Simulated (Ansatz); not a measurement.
Computed with Ansatz (plane waves, PAW, 420 eV cutoff): PBE+U (U_eff = 6 eV on X's open shell), scalar-relativistic, collinear spin, 8×8×8 k-mesh, Gaussian smearing of 0.05 eV. The datasets are Ansatz's generated set soft_2.

A compound XS has these computed properties.

```json
{
 "Space group": "Fm-3m (No. 225)",
 "Conventional cell": "a = 5.985 Å, b = 5.985 Å, c = 5.985 Å, α = 90.00°, β = 90.00°, γ = 90.00°",
 "Volume": "26.79 Å³/atom",
 "Band gap": "0.77 eV",
 "Smallest direct gap": "1.19 eV (over both spins)",
 "Magnetic state": "ferromagnetic",
 "Site spin moments": "X 6.87; S -0.06 μB",
 "Spin moment of the cell": "7.00 μB",
 "Bader charges": "X 1.41; S -1.41 e",
 "f electrons (orthogonalised atomic orbitals)": "X 6.99",
 "Bulk modulus (Birch–Murnaghan)": "49 GPa",
 "Pressure derivative B0′": "4.1",
 "Shear modulus (Hill)": "35 GPa",
 "Young's modulus": "85 GPa",
 "Poisson's ratio": "0.22",
 "Elastically stable": "yes"
}
```

Sites: X on 4b, S on 4a.

Q: Which element is X?
A. Tb
B. Pm
C. Eu
D. Gd

A: C. X is Eu, so the compound is EuS.

The compound is reported in the structure type of the start.

No spin–orbit coupling, a notable omission for heavy elements. The run wasn't fully tested for a lower electronic state. Site moments are of spin, integrated over atomic spheres.
